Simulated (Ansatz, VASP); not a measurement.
## Ti: VASP beside Ansatz

```
Ti
1.0
    -1.33569    1.33569    1.33569
     1.33569   -1.33569    1.33569
     1.33569    1.33569   -1.33569
Ti
1
Direct
  0.00000 0.00000 0.00000
```

Change from the starting cell: volume scaled by 0.6, LAPW.

Alike in both runs: task single point; functional LDA; k mesh 19 × 19 × 19; occupations fermi-dirac, width 0.08 eV; no spin polarisation.

```csv
,VASP,Ansatz
version,VASP 6.6.1,Ansatz 0.2.0
potentials or method,"VASP PAW LDA potentials, release 64 (Ti_sv), cutoff 520 eV","all-electron LAPW, scalar-relativistic"
```

Ansatz gave:

```
pressure (GPa) : 127.0
```

Question: Which values does VASP return?

Answer: Pressure (GPa): 127.7.

Ansatz ran all-electron here, so the differences hold the error of VASP's frozen core and of both bases.

Caveats: the cell as given lies far from equilibrium; so large a pressure means that the cell lies far from this level's equilibrium, or that cutoff or potentials fall short (VASP).
